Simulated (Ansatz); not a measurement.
Ionic part of the dielectric constant of HfO$_{2}$ at 3 GPa, mode by mode

Theory: Ansatz, DFT PBEsol, scalar-relativistic, plane waves, PAW. Cutoff 420 eV, 8×8×8 k-points (Γ-centred), fixed occupations. No spin polarisation. Phonons by linear response, acoustic sum rule imposed.

The structure is cubic, space group Fm-3m (No. 225). Conventional cell: a = 5.025 Å, b = 5.025 Å, c = 5.025 Å, α = 90.00°, β = 90.00°, γ = 90.00°. Hf (site symmetry m-3m) is surrounded by 8 O at 2.18 Å. Around O (site symmetry -43m) lie 4 Hf at 2.18 Å.

Spin–orbit coupling is left out, which matters for heavy elements.

The primitive cell has V = 31.72 Å³ and ε∞,zz = 5.374. Each polar mode adds Δε = (4.92064×10⁷/V)·S/ν² along z, with S its oscillator strength in e²/amu, ν in cm⁻¹ and V in Å³.

**Question.** From these modes, find each Δε and ε0,zz.
| ν (cm⁻¹) | S_zz (e²/amu) |
| --- | --- |
| 247.3 | 1.142 |

**Answer.**
```
ν (cm⁻¹)     Δε
   247.3  28.96
```

The sum is 28.956, so ε0,zz = 34.33; the run's tensor has 34.33.

**Question.** Where do the longitudinal modes lie for a wave vector along z?

**Answer.** At 625 cm⁻¹. The Lyddane–Sachs–Teller product Π(ν_LO/ν_TO)² = 6.39 matches ε0/ε∞ = 6.39.

This fluorite-type form isn't the usual stable structure of the compound at low pressure.